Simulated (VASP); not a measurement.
Set up this calculation in VASP 6.6.1, as the native input.

```yaml
Task: single point
Functional: RPBE
Potentials_or_basis: VASP PAW PBE potentials, release 64 (Ti_sv)
Cutoff: 520 eV
k_mesh: 21 × 21 × 21
Occupations: fermi-dirac, width 0.1 eV
Spin: no spin polarisation
Dipole_correction: no
Further_INCAR_settings: ALGO = Normal; EDIFF = 1e-07; NBANDS = 12
```

The structure of Ti lies in POSCAR:

```
Ti
1.0
    0.0000000000      2.0786501971      2.0786501971
    2.0786501971      0.0000000000      2.0786501971
    2.0786501971      2.0786501971      0.0000000000
Ti
1
Direct
    0.0000000000      0.0000000000      0.0000000000
```

This isn't the form of Ti at room conditions, which is hcp.

One way to write it, as run:

INCAR

```
SYSTEM = Ti
PREC     = Accurate       ! precision mode
ENCUT    = 520            ! plane-wave cutoff, eV
EDIFF    = 1E-7           ! SCF threshold, eV
ISMEAR   = -1             ! smearing method
SIGMA    = 0.1            ! smearing width, eV
LREAL    = .False.        ! projectors in reciprocal space
LASPH    = .True.         ! aspherical terms in the spheres
NELM     = 100            ! most SCF steps
ALGO     = Normal         ! electronic algorithm
ISIF     = 2              ! what is computed and relaxed
LWAVE    = .False.        ! write WAVECAR
LCHARG   = .False.        ! write CHGCAR
GGA      = RP             ! functional
NBANDS   = 12             ! bands
```

KPOINTS

```
Automatic mesh
0
Gamma
  21 21 21
  0 0 0
```

Potentials or basis: VASP PAW PBE potentials, release 64 (Ti_sv).

Command:

```sh
$ cat potpaw_PBE.64/Ti_sv/POTCAR > POTCAR
$ mpirun -np 1 vasp_std > vasp.out
```

Results of the run:

```yaml
Pressure: -0.3 GPa
Band_gap_on_the_k_mesh: none (metal or under the smearing width)
```

Caveat: the PAW data sets were made with another functional, which shifts forces and pressure a little.

It took 38 s on 1 thread of AMD EPYC 9R45 96-Core Processor (Zen 5), with other jobs on the host, peak memory 0.16 GiB.
